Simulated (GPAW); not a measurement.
The system is C.

```xyz
12
Lattice="2.5221 0.0000 0.0000 -1.2611 2.1842 0.0000 0.0000 0.0000 12.3557" Properties=species:S:1:pos:R:3 pbc="T T T"
C     1.2611    0.7281    4.3760
C     0.0000    1.4561   10.5539
C     1.2611    0.7281    1.8018
C     0.0000    1.4561    7.9797
C     1.2611    0.7281    5.9205
C     0.0000    1.4561   12.0983
C     1.2611    0.7281    0.2574
C     0.0000    1.4561    6.4352
C     0.0000    0.0000   10.0390
C     0.0000    0.0000    3.8612
C     0.0000    0.0000    8.4945
C     0.0000    0.0000    2.3167
```

This is a hexagonal form of diamond, not graphite.

Base run:

```yaml
Program: GPAW 26.7.0
Functional: PBE
Potentials_or_basis: GPAW PAW data sets (gpaw-data 1.2.1)
Cutoff: 800 eV
Basis: pw
k_mesh: 8 × 8 × 2
Occupations: fermi-dirac, width 0.05 eV
Spin: no spin polarisation
```

Its results: band gap on the k mesh 4.35 eV, indirect (least direct gap 5.31 eV); pressure 1.7 GPa; largest force 0.333 eV/Å.

Question: After a change of settings the same cell gave: band gap on the k mesh 4.57 eV, indirect (least direct gap 5.56 eV); pressure -2.7 GPa; largest force 0.347 eV/Å. Which change was it?
A. functional from PBE to PBEsol; potentials or basis from GPAW PAW data sets (gpaw-data 1.2.1) to PAW data sets generated in the run's folder for this functional
B. functional from PBE to r2SCAN
C. k mesh from 8 × 8 × 2 to 12 × 12 × 3; occupations from fermi-dirac, width 0.05 eV to gaussian, width 0.012 eV

Answer: B.

r2SCAN gives the wider gap, since meta-GGAs in the generalised Kohn-Sham scheme recover part of the derivative discontinuity.

Caveats: the PAW data sets were made with another functional, which shifts forces and pressure a little (some runs).
